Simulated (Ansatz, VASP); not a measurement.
## One calculation of Fe, two programs

The input INCAR:

```
SYSTEM = Fe
ALGO     = Normal         ! electronic algorithm
EDIFF    = 1E-6           ! SCF threshold, eV
ENCUT    = 520            ! plane-wave cutoff, eV
ISIF     = 2              ! what is computed and relaxed
ISMEAR   = -1             ! smearing method
LASPH    = .TRUE.         ! aspherical terms in the spheres
LCHARG   = .FALSE.        ! write CHGCAR
LREAL    = .FALSE.        ! projectors in reciprocal space
LWAVE    = .FALSE.        ! write WAVECAR
NBANDS   = 10             ! bands
NELM     = 80             ! most SCF steps
PREC     = Accurate       ! precision mode
SIGMA    = 0.1            ! smearing width, eV
```

Contents of KPOINTS:

```
k-points
0
G
  16 16 16
  0 0 0
```

File POSCAR:

```
Fe
1.0
    2.2705447984      0.0000000000      0.0000000000
    0.0000000000      2.2705447984      0.0000000000
    0.0000000000      0.0000000000      2.2705447984
Fe
1
Direct
    0.0000000000      0.0000000000      0.0000000000
```

Input for Ansatz:

```yaml
crystal:
  lattice:
    - [2.2705447984, 0.0, 0.0]
    - [0.0, 2.2705447984, 0.0]
    - [0.0, 0.0, 2.2705447984]
  atoms:
    - { symbol: Fe, position: [0.0, 0.0, 0.0] }
hamiltonian:
  xc: lda
  pseudopotentials:
    kind: paw
    azcp:
      Fe: "pseudopotentials/Fe.paw.azcp"
basis:
  ecutwfc: 420
  fft_grid_basis: typed
kpoints:
  mp_grid: { grid: [16, 16, 16], shift: [0, 0, 0] }
magnetization:
  spin_polarized: false
scf:
  occupations: { method: fermi_dirac, width: 0.1 }
  lower_state_search: "off"
output:
  stress: true
  write_density: true
  write_potential: true
  elf: true
  volumetric_format: npy
```

Alike in both runs: task single point; functional LDA; k mesh 16 × 16 × 16; occupations fermi-dirac, width 0.1 eV; no spin polarisation.

|  | VASP | Ansatz |
| --- | --- | --- |
| version | VASP 6.6.1 | Ansatz 0.2.0 |
| potentials or method | VASP PAW LDA potentials, release 64 (Fe) | plane waves (420 eV) with PAW, scalar-relativistic |
| plane-wave cutoff (eV) | 520 | 420 |
| valence electrons in the cell | 8 | 16 |

VASP gave:

- pressure (GPa): -16.9

Q: Which values does Ansatz return?

A: Pressure (GPa): -16.4.

The two sets of potentials don't hold the same shells in valence. Ansatz warned: «pseudo_functional_mismatch».

Caveats: so large a pressure means that the cell lies far from this level's equilibrium, or that cutoff or potentials fall short (VASP); the run has no spin polarisation, though such a crystal can be magnetic. Spin polarisation is off, so any magnetic state and its effect on volume and gap are missing.
